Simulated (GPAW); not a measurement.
**MgI2 (2H monolayer): G0W0 with GPAW, start to end**

Wanted: ground state, empty states, screening and self-energy for MgI2 (2H monolayer).

Method: LDA and many-body steps on it, plane waves, in GPAW 26.7.0.

### Step 1. The system as given

The cell holds 3 atoms: 1 Mg and 2 I. Cell: a = 3.981 Å, b = 3.981 Å, c = 14.600 Å, α = 90.0°, β = 90.0°, γ = 120.0°. Vacuum lies along c.

The structure was relaxed with LDA. The runs that relaxed it are not among those shown.

### Step 2. Ground state

This step: GPAW 26.7.0; DFT, LDA, plane waves, PAW.

The ground-state density comes first.

The input, run.py:

```python
import json
import numpy as np
from gpaw.mpi import world
from ase import Atoms
from gpaw import GPAW, PW, FermiDirac

atoms = Atoms(['Mg', 'I', 'I'],
    cell=[[3.9806850001, 0.0000000000, 0.0000000000],
      [-1.9903425000, 3.4473743345, 0.0000000000],
      [0.0000000000, 0.0000000000, 14.6000000000]],
    scaled_positions=[[0.3333333333, 0.6666666667, 0.5000000000],
      [0.6666666667, 0.3333333333, 0.6247526729],
      [0.6666666667, 0.3333333333, 0.3752473271]],
    pbc=(True, True, False))
calc = GPAW(mode=PW(450),
    xc='LDA',
    kpts={'size': (9, 9, 1), 'gamma': True},
    occupations=FermiDirac(0.001),
    nbands=-7,
    convergence={'density': 1e-6, 'bands': -3},
    maxiter=100,
    txt='gs.txt')
atoms.calc = calc
res = {'energy': atoms.get_potential_energy()}
kpts = calc.get_ibz_k_points()
res['kpts'] = kpts
res['eigenvalues'] = [calc.get_eigenvalues(kpt=k) for k in range(len(kpts))]
res['n_electrons'] = calc.get_number_of_electrons()
calc.write('gs.gpw')

if world.rank == 0:
    with open('result.json', 'w') as f:
        json.dump(res, f, default=lambda x: x.tolist())
```

On the command line:

```
mpirun -n 4 gpaw python run.py
```

Standard output:

```text
__  _  _
 | _ |_)|_||  |
 |__||  | ||/\| - 26.7.0

Input parameters:
  mode=PW(ecut=450.000000),
  convergence={'density': 1e-06, 'bands': -3},
  kpts=MonkhorstPack(size=(9, 9, 1), gamma=True),
  maxiter=100,
  nbands=-7,
  occupations=Occupations(name='fermi-dirac', width=0.001, fixmagmom=False),
  xc=XC(name='LDA')
  [... matrices ...]
Diagonalizing LCAO Hamiltonian
Converting LCAO to pw mode

            I

        Mg

            I

Atoms  # Å, Bohr magnetons
|   | symbol |         x |        y |        z |    initial magnetic moments |
| 0 |     Mg | -0.000000 | 2.298250 | 7.300000 | ( 0.0000,  0.0000,  0.0000) |
| 1 |      I |  1.990343 | 1.149125 | 9.121389 | ( 0.0000,  0.0000,  0.0000) |
| 2 |      I |  1.990343 | 1.149125 | 5.478611 | ( 0.0000,  0.0000,  0.0000) |

Unit cell  # Å
| periodic |         x |        y |         z |   lengths |     angles |
|      yes |  3.980685 | 0.000000 |  0.000000 |  3.980685 |  90.000000 |
|      yes | -1.990342 | 3.447374 |  0.000000 |  3.980685 |  90.000000 |
|       no |  0.000000 | 0.000000 | 14.600000 | 14.600000 | 120.000000 |

Number of symmetries: 12
Symmetry operations  # r_c * U_cc + t_c -> r_c
|    | kind |            matrix            |
|  0 |  σ   |  1, 1, 0,  0,-1, 0,  0, 0, 1 |
|  1 |  C2  |  1, 1, 0,  0,-1, 0,  0, 0,-1 |
|  2 |  E   |  1, 0, 0,  0, 1, 0,  0, 0, 1 |
|  3 |  σ   |  1, 0, 0,  0, 1, 0,  0, 0,-1 |
|  4 |  C3  |  0, 1, 0, -1,-1, 0,  0, 0, 1 |
|  5 |  S3  |  0, 1, 0, -1,-1, 0,  0, 0,-1 |
|  6 |  σ   |  0,-1, 0, -1, 0, 0,  0, 0, 1 |
|  7 |  C2  |  0,-1, 0, -1, 0, 0,  0, 0,-1 |
|  8 |  σ   | -1, 0, 0,  1, 1, 0,  0, 0, 1 |
|  9 |  C2  | -1, 0, 0,  1, 1, 0,  0, 0,-1 |
| 10 |  C3  | -1,-1, 0,  1, 0, 0,  0, 0, 1 |
| 11 |  S3  | -1,-1, 0,  1, 0, 0,  0, 0,-1 |

BZ-sampling:
  Number of BZ points: 81
  Number of IBZ points: 12

  Monkhorst-Pack size: [9, 9, 1]
  Monkhorst-Pack shift: [0, 0, 0]

K-points  # in reciprocal-cell coordinates
|     |                                coordinates |     weight |
|   0 | (  0.00000000,   0.00000000,   0.00000000) | 0.01234568 |
|   1 | (  0.11111111,   0.00000000,   0.00000000) | 0.07407407 |
|   2 | (  0.22222222,  -0.11111111,   0.00000000) | 0.07407407 |
|   3 | (  0.22222222,   0.00000000,   0.00000000) | 0.07407407 |
|   4 | (  0.33333333,  -0.11111111,   0.00000000) | 0.14814815 |
|   5 | (  0.33333333,   0.00000000,   0.00000000) | 0.07407407 |
|   6 | (  0.33333333,   0.33333333,   0.00000000) | 0.02469136 |
|   7 | (  0.44444444,  -0.22222222,   0.00000000) | 0.07407407 |
|   8 | (  0.44444444,  -0.11111111,   0.00000000) | 0.14814815 |
|   9 | (  0.44444444,   0.00000000,   0.00000000) | 0.07407407 |
| ... |                                            |            |
|  11 | (  0.44444444,   0.44444444,   0.00000000) | 0.07407407 |

Plane wave coefficients: 4362
Cutoff: 450.000000 eV

Spin-components: 1 (collinear spins)
Bands:           19
Projectors:      15
Spin-degeneracy: 2
Datatype:        complex128

  Storage: CPU
  Wave functions: 15_726_528 bytes (3_931_632 per core)
  Projectors: 18_209_664 bytes (4_552_416 per core)
  [... matrices ...]
Parallelization:
  kpt:    4
  domain: 1
  band:   1

Density:
  Valence electrons: 24.0
  Components: 1
  Grid points: [20 20 72]
  Charge: 0.0  # |e|

Potential:
  Grid points: [20 20 72]

species:
  Mg:
    name:    Magnesium
    Z:       12.0
    valence: 10
    core:    2
    charge:  0.0  # [|e|]
    compensation charges:
      type: gauss
      rc: 0.33  # [Å]
      lmax: 2
    cutoffs:
      filter: 1.86  # [Å]
      core: 0.54  # [Å]
    projectors
    | kind |    occ | energy [eV] | rcut [Å] |
    |   2s |  2.000 |     -79.291 |    1.090 |
    |   3s |  2.000 |      -4.782 |    1.090 |
    |   2p |  6.000 |     -46.725 |    1.085 |
    |   3p |  0.000 |      -1.374 |    1.085 |
    |    d |        |       0.000 |    1.037 |

    Using partial waves for Mg as LCAO basis

  I:
    name:    Iodine
    Z:       53.0
    valence: 7
    core:    46
    charge:  0.0  # [|e|]
    compensation charges:
      type: gauss
      rc: 0.37  # [Å]
      lmax: 2
    cutoffs:
      filter: 2.06  # [Å]
      core: 2.90  # [Å]
    projectors
    | kind |    occ | energy [eV] | rcut [Å] |
    |   5s |  2.000 |     -17.626 |    1.164 |
    |   5p |  5.000 |      -7.241 |    1.164 |
    |    s |        |       9.585 |    1.164 |
    |    p |        |      19.970 |    1.164 |
    |    d |        |       0.000 |    1.164 |

    Using partial waves for I as LCAO basis

Reference energy: -392194.200474  # eV

eigensolver:
  PPCG
  Converge bands: -3
  niter=2

density mixing:
  MSR1-Mixer
  Pratt-step length: 0.05
  Maximum mixing coefficient: 0.75
  Old densities: 10
  SVD Regularization: 0.005
  Good broyden scale: 1.0
  Trust region scale: 1.0
  Backstep threshold: 4.0
  History deletion threshold: 6.0
  Fourier metric: weight=20.0, sigma=0.015

occupation numbers:
  Fermi-Dirac:
    width: 0.0010  # eV

poisson solver:
  ecut: 3600.000000  # eV

xc functional:
  name: None

Initialization done in: 0.876 s

convergence criteria:
- Maximum integral of absolute [dens]ity change: 1e-06 electrons / valence electron
- Maximum [total energy] change in last 3 cyles: 0.0005 eV / valence electron
- Maximum integral of absolute [eigenst]ate change: 4e-08 eV^2 / valence electron
maximum number of iterations: 100

SCF iterations
|iter     |     time |      energy | eigst |  dens |
|iter:   1|  |   -8.738086 | +0.46 |       |
|iter:   2|  |   -8.701573 | +0.09 | -1.33 |
|iter:   3|  |   -8.542683 | -1.11 | -1.37 |
|iter:   4|  |   -8.535753 | -1.84 | -1.93 |
|iter:   5|  |   -8.533343c| -2.67 | -2.29 |
|iter:   6|  |   -8.533279c| -3.95 | -2.68 |
|iter:   7|  |   -8.533283c| -4.55 | -3.50 |
|iter:   8|  |   -8.533283c| -5.18 | -4.03 |
|iter:   9|  |   -8.533284c| -5.63 | -4.70 |
|iter:  10|  |   -8.533284c| -6.08 | -5.46 |
|iter:  11|  |   -8.533284c| -6.51 | -5.86 |
|iter:  12|  |   -8.533284c| -7.01 | -6.28c|
|iter:  13|  |   -8.533284c| -7.40c| -6.89c|

Converged in 13 steps
SCF loop duration: 4.467 s (0.344 s/step)
Energy contributions relative to reference atoms: (reference = -392194.200474)
  [... matrices ...]
Energy contributions:
  Kinetic:          13.399912
  Coulomb:         -11.598610
  Zero:             -0.096914
  External:          0.000000
  Xc:              -10.237672
  Entropy:          -0.000000
  Spinorbit:         0.000000
  ----------------------------
  Free energy:      -8.533284
  Extrapolated:     -8.533284

dipole moment: (3.181596, -1.836855, 0.000130)  # |e|*Ang

Fermi level: 0.086
Eigenvalues  # (at kpt = [0.000, 0.000, 0.000])
| band index |      eig [eV] | occ [0-2] |
|          0 |       -76.854 |     2.000 |
|        ... |               |           |
|          4 |       -14.227 |     2.000 |
|          5 |       -13.710 |     2.000 |
|          6 |        -5.627 |     2.000 |
|          7 |        -3.020 |     2.000 |
|          8 |        -2.129 |     2.000 |
|          9 |        -2.129 |     2.000 |
|         10 |        -1.648 |     2.000 |
|         11 |        -1.648 |     2.000 |
|         12 |         1.391 |     0.000 |
|         13 |         3.468 |     0.000 |
|         14 |         3.704 |     0.000 |
|         15 |         4.797 |     0.000 |
|         16 |         4.910 |     0.000 |
|         17 |         4.910 |     0.000 |
|         18 |         5.144 |     0.000 |

Gap: 2.867 eV
Transition (v -> c):
  (s=0, k=0, n=11, [0.00, 0.00, 0.00]) -> (s=0, k=9, n=12, [0.44, 0.00, 0.00])
Direct/indirect transitions are different
Direct gap: 3.040 eV
Transition at: (s=0, k=0, n=11, [0.00, 0.00, 0.00])
vacuum-level: 4.495  # V
# Writing to gs.gpw (mode='')
  [... matrices ...]
```

Run time: 7.2 s. Hardware: 4 MPI ranks of Arm Neoverse V1, shared host; peak memory 0.72 GiB.

Numbers from this step:

* total energy: -8.533 eV
* gap: 2.867 eV
* k of the valence top: 0, 0, 0
* k of the conduction bottom: 0.4444, 0, 0
* least direct gap: 3.040 eV

The gap is indirect, with the least direct gap 0.17 eV higher.

### Step 3. Empty states on the mesh, 9×9×1 mesh, 335 bands

The sums over transitions need many empty states on a uniform mesh; this step solves for them.

The input, run.py:

```python
import json
import numpy as np
from gpaw.mpi import world
from gpaw import GPAW

calc = GPAW('gs.gpw').fixed_density(kpts={'size': (9, 9, 1), 'gamma': True},
    parallel={'domain': 1, 'band': 1},
    txt='nscf.txt')
calc.diagonalize_full_hamiltonian(nbands=335)
calc.write('full.gpw', mode='all')
res = {}
kpts = calc.get_ibz_k_points()
res['kpts'] = kpts
res['eigenvalues'] = [calc.get_eigenvalues(kpt=k) for k in range(len(kpts))]
res['n_electrons'] = calc.get_number_of_electrons()

if world.rank == 0:
    with open('result.json', 'w') as f:
        json.dump(res, f, default=lambda x: x.tolist())
```

On the command line:

```
mpirun -n 4 gpaw python run.py
```

Standard output:

```text
Diagonalizing LCAO Hamiltonian
Converting LCAO to pw mode
convergence criteria:
- Maximum integral of absolute [eigenst]ate change: 4e-08 eV^2 / valence electron
maximum number of iterations: 100

SCF iterations
|iter     |     time |      energy | eigst |  dens |
|iter:   1|  |             | +0.48 |       |
|iter:   2|  |             | +0.02 |       |
|iter:   3|  |             | -0.93 |       |
[...]
|iter:  11|  |             | -6.89 |       |
|iter:  12|  |             | -7.35 |       |
|iter:  13|  |             | -7.58c|       |
SCF steps: 13
  __  _  _
 | _ |_)|_||  |
 |__||  | ||/\| - 26.7.0

Input parameters:
  mode=PW(ecut=450.000000),
  convergence={'density': 1e-06, 'bands': -3},
  gpts=array([20, 20, 72]),
  kpts=MonkhorstPack(size=(9, 9, 1), gamma=True),
  maxiter=100,
  nbands=19,
  occupations=Occupations(name='fermi-dirac', width=0.001, fixmagmom=False),
  parallel={'domain': 1, 'band': 1},
  xc=XC(name='LDA')
Matrix size: 4323x4323
# Writing to full.gpw (mode='all')
  [... matrices ...]

timing:  # [seconds]
  Total: 237.777  # ━━━━━━━━━━━━━━━━━━━━━━━━━━━━━━━━━━━━━━━━━━━━━━━━━━━━━━━━━
```

The job ended after 4.1 min (4 MPI ranks; peak memory 6.9 GiB).

Numbers from this step:

| Item | Value |
| --- | --- |
| gap | 2.867 eV |
| k of the valence top | 0, 0, 0 |
| k of the conduction bottom | 0.4444, 0, 0 |
| least direct gap | 3.040 eV |
| k points computed | 12 |
| lowest point of the top converged band, above the valence top | 78.5774 eV |

On this mesh the gap is 2.867 eV.

### Step 4. Screening and self-energy, 9×9×1 mesh, 151 bands, screening to 48 eV

Now the one-shot GW correction: screening in the RPA, then the self-energy of the levels asked for.

This step: G0W0 on LDA, plane waves, PAW.

The input, run.py:

```python
import json
import numpy as np
from gpaw.mpi import world
from gpaw.response.g0w0 import G0W0

gw = G0W0('full.gpw',
    filename='gw',
    kpts=[0, 9],
    bands=(10, 14),
    ecut=48,
    nbands=151,
    truncation='2D',
    integrate_gamma='sphere',
    q0_correction=True,
    frequencies={'type': 'nonlinear', 'domega0': 0.15, 'omega2': 15.0},
    eta=0.1,
    nblocksmax=True)
gw.calculate()
res = {mode: {k: v for k, v in r.items() if k != 'sigma_eskwn'}
       for mode, r in gw.all_results.items()}

if world.rank == 0:
    with open('result.json', 'w') as f:
        json.dump(res, f, default=lambda x: x.tolist())
```

On the command line:

```
mpirun -n 4 gpaw python run.py
```

Standard output:

```text
Using integrator: PointIntegrator
NonLinearFrequencyDescriptor(from 0.000 to 121.535 eV, 187 points)
Nonperiodic BCs:  [False False  True]
Using integrator: PointIntegrator
NonLinearFrequencyDescriptor(from 0.000 to 121.535 eV, 187 points)
Nonperiodic BCs:  [False False  True]
Applying analytical 2D correction to W:
    Evaluating Gamma point contribution to W on a 15x15x1 grid
  ___  _ _ _
 |   || | | |
 | | || | | |
 |__ ||_____|
 |___|

BZ k-points: Symmetries present (total): 12

  [... matrices ...]
81 k-points: 9 x 9 x 1 Monkhorst-Pack grid
12 k-points in the irreducible part of the Brillouin zone
       k-points in crystal coordinates                weights
   0:     0.00000000    0.00000000    0.00000000          1/81
   1:     0.11111111    0.00000000    0.00000000          6/81
   2:     0.22222222   -0.11111111    0.00000000          6/81
   3:     0.22222222    0.00000000    0.00000000          6/81
   4:     0.33333333   -0.11111111    0.00000000         12/81
   5:     0.33333333    0.00000000    0.00000000          6/81
   6:     0.33333333    0.33333333    0.00000000          2/81
   7:     0.44444444   -0.22222222    0.00000000          6/81
   8:     0.44444444   -0.11111111    0.00000000         12/81
   9:     0.44444444    0.00000000    0.00000000          6/81
          ...
  11:     0.44444444    0.44444444    0.00000000          6/81

Distributing spins, k-points and bands (1 x 2 x 4) over 1 process
Number of blocks: 4

Quasi particle states:
k-points (IBZ indices): [0, 9]
Band range: (10, 14)
  [... matrices ...]
Computational parameters:
Plane wave cut-off: 48 eV
Number of bands: 151
Coulomb cutoff: 2D
Broadening: 0.1 eV

fxc modes: GW
Kernel: RPA
Using full-frequency real axis integration
Summing all q:

Calculating screened Coulomb potential
2D Coulomb truncation
NonLinearFrequencyDescriptor(from 0.000 to 121.535 eV, 187 points)
Removing empty qpoint cache files...

Calculating chi0 body with:
    Ground state adapter containing:
    Number of spins: 1
    Number of kpoints: 81
    Number of irreducible kpoints: 12
    Number of completely occupied states: 12
    Number of partially occupied states: 12
    Occupied states memory: 5.2734375 M / cpu

    Linear response parametrization:
    q_c: [0.0, 0.0, 0.0]
    Number of frequency points: 187
    Planewave cutoff: 48.0
    Number of bands: 151
    Number of planewaves: 149
    Broadening (eta): 0.1
    comm.size: 4
    kncomm.size: 1
    blockcomm.size: 4

    Memory estimate of potentially large arrays:
        chi0_wGG: 15.837048 M / cpu
Integrating chi0 body.

Symmetries of q_c:
    Direct symmetries (Uq -> q): 12
    Indirect symmetries (TUq -> q): 12
In total 24 allowed symmetries.

  [... matrices ...]
12 groups of equivalent kpoints. 85.185185% reduction.

Integral kind: spectral function
Integrating chi0 head and wings.

Symmetries of q_c:
    Direct symmetries (Uq -> q): 12
    Indirect symmetries (TUq -> q): 12
In total 24 allowed symmetries.

  [... matrices ...]
12 groups of equivalent kpoints. 85.185185% reduction.

Integral kind: spectral function wings

Calculating chi0 body with:
    Ground state adapter containing:
    Number of spins: 1
    Number of kpoints: 81
    Number of irreducible kpoints: 12
    Number of completely occupied states: 12
    Number of partially occupied states: 12
    Occupied states memory: 5.2734375 M / cpu

[... the further q-points ...]

Results:
f:      Occupation numbers
eps:     KS-eigenvalues [eV]
vxc:     KS vxc [eV]
exx:     Exact exchange [eV]
sigma:   Self-energies [eV]
dsigma:  Self-energy derivatives
Z:       Renormalization factors
qp:      QP-energies [eV]

k-point 0 (0): (0.000, 0.000, 0.000)                GW
band       f     eps     vxc     exx   sigma  dsigma       Z      qp
                                                                   GW
  10   1.000  -1.648 -15.740 -17.986   1.464  -0.247   0.802  -2.275
  11   1.000  -1.648 -15.740 -17.986   1.464  -0.247   0.802  -2.275
  12   0.000   1.391 -11.166  -6.957  -2.567  -0.213   0.825   2.745
  13   0.000   3.468  -9.465  -5.243  -2.711  -0.203   0.831   4.724

k-point 1 (9): (0.444, 0.000, 0.000)                GW
band       f     eps     vxc     exx   sigma  dsigma       Z      qp
                                                                   GW
  10   1.000  -2.432 -14.891 -17.442   1.595  -0.268   0.789  -3.186
  11   1.000  -2.286 -14.640 -17.296   1.582  -0.256   0.796  -3.142
  12   0.000   1.218 -10.536  -6.323  -2.574  -0.224   0.817   2.557
  13   0.000   1.914  -9.212  -4.974  -2.856  -0.220   0.820   3.046
```

Run time: 2.7 min. Hardware: 4 MPI ranks; peak memory 2.1 GiB.

Read from the output:

```
G0W0 gap on the mesh                         : 4.832 eV
least direct G0W0 gap on the computed points : 5.020 eV
Z at the valence top                         : 0.8016
Z at the conduction bottom                   : 0.8169
starting gap on the mesh                     : 2.867 eV
k of the valence top                         : 0, 0, 0
k of the conduction bottom                   : 0.4444, 0, 0
```

The gap on the mesh goes from 2.87 eV to 4.83 eV, a correction of +1.97 eV.

Limits: finite bands, cutoff and mesh; no spin-orbit coupling. v1 is the top filled band, c1 the lowest empty one. Levels before and after the correction, in eV, zero at the valence-band top of each column:

```
           conduction bottom  valence top
Kohn-Sham               2.87         0.00
     G0W0               4.83         0.00
```

```
                    level  energy (eV)
Kohn-Sham         Γ v2-v1        0.000
Kohn-Sham            Γ c1        3.040
Kohn-Sham            Γ c2        5.116
Kohn-Sham  (0.444 0 0) v2       -0.784
Kohn-Sham  (0.444 0 0) v1       -0.638
Kohn-Sham  (0.444 0 0) c1        2.867
Kohn-Sham  (0.444 0 0) c2        3.562
     G0W0         Γ v2-v1        0.000
     G0W0            Γ c1        5.020
     G0W0            Γ c2        6.999
     G0W0  (0.444 0 0) v2       -0.911
     G0W0  (0.444 0 0) v1       -0.867
     G0W0  (0.444 0 0) c1        4.832
     G0W0  (0.444 0 0) c2        5.321
```

### Step 5. Where the time went

Times are wall times on 4 MPI ranks of Arm Neoverse V1, shared host, good to a factor of about two.

```
                     step     time  share  memory (GiB)
             ground state    7.2 s    2 %          0.72
 empty states on the mesh  4.1 min   59 %           6.9
screening and self-energy  2.7 min   39 %           2.1
```

### Step 6. What came out

| Quantity | Value |
| --- | --- |
| LDA gap | 2.87 eV, indirect |
| G0W0 gap on the mesh | 4.83 eV |
| GW settings | 9×9×1 mesh, 151 bands, screening to 48 eV, full frequency, Hilbert transform |
| known limits | short of the basis limit; no spin-orbit coupling |

What this shows: G0W0 moves the gap on the mesh from 2.87 eV to 4.83 eV (+1.97 eV), with Z of 0.80 and 0.82 at the edges. The dearest step here is «empty states on the mesh». Bands and cutoff are finite, so the gap stands short of the basis limit, usually by up to a few tenths of an eV; the mesh is an error of its own. In this program the long-wavelength screening can come out low in d oxides and layered crystals. The many-body steps are scalar-relativistic: spin-orbit coupling is not in them.

[Long decimals in the printed logs are rounded to 6 places.]

[Logs are printed without paths, hosts, clocks, repeated set-up lines and the standing remarks that a program may print on its own settings, such as how far it seeks lower states.]

[Paths, hosts, dates, memory and timing lines, banners, echoed tables and standing remarks are left out of the program output; an Ansatz launch command may be rebuilt from the run's recorded settings. Measured values are a selection of at most five: reports struck by readers or far from the other reports are left out. None is set beside runs whose start may be inverted or whose files or cutoffs have a known fault.]

[Runs of the session that timed out or met a known fault of the program may be left out.]

[Hosts, paths, dates, database ids (printed as entryN), source tags and the programs' standing remarks are cut or masked in the printed files.]

[Where the starting crystal was built by hand or by swapping elements, it need not be the compound's stable phase.]
